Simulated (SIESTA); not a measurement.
Runs of SIESTA 5.4.2 on HgTe (Coloradoite). It takes space group F-43m (No. 216, cubic). The conventional cell has a = 6.429 Å, b = 6.429 Å, c = 6.429 Å, α = 90.00°, β = 90.00°, γ = 90.00°. Hg (site symmetry -43m) is surrounded by 4 Te at 2.78 Å. Around Te (site symmetry -43m) lie 4 Hg at 2.78 Å. 

```tsv
task	level	potentials or basis	cell	optimiser	force tolerance	gap on the mesh (eV)	pressure (GPa)	relaxed volume (Å³/atom)
band structure	PBE	PseudoDojo 0.4 standard (PBE files), DZP (energy shift 0.003 Ry; two zetas on semicore shells)	as given	-	-	none	5.3	-
relaxation of cell and atoms	LDA	PseudoDojo 0.4 standard (LDA files), DZP (energy shift 0.003 Ry; two zetas on semicore shells)	relaxed	Broyden	0.02 eV/Å	none	0.0	(b)
relaxation of cell and atoms	PBE	PseudoDojo 0.4 standard (PBE files), TZDP (energy shift 0.003 Ry; two zetas on semicore shells)	relaxed	CG	0.04 eV/Å	none	0.0	35.94
relaxation of cell and atoms	PBEsol	PseudoDojo 0.4 standard (PBEsol files), DZP (energy shift 0.003 Ry; two zetas on semicore shells)	relaxed	-	0.04 eV/Å	none	-0.1	34.87
band structure	RPBE	PseudoDojo 0.4 standard (PBE files), DZP (energy shift 0.003 Ry; two zetas on semicore shells)	as given	-	-	none	(a)	-
```

Alike in all rows: no spin polarisation; k mesh 7 × 7 × 7; smearing fermi-dirac 0.05 eV; grid cutoff 800 Ry; energy shift 0.003 Ry.

Estimate the missing entries.

(a) 7.1; (b) 33.73.

Caveats: short orbitals over semicore shells can move pressures by several GPa; the valence orbitals were made in a potential fitted to the semicore shell under them, which widens gaps by tenths of an eV or more; the basis of atomic orbitals isn't converged, which shifts pressures, moduli and gaps; spin-orbit coupling is left out, which moves the levels of the heavy elements (some runs); the potentials were made for another functional, which shifts forces and pressure (some runs).

A k mesh can miss the band edges, and the runs leave out spin-orbit coupling on Hg, Te.

A gap of «none» marks a metal or a gap under the smearing width.
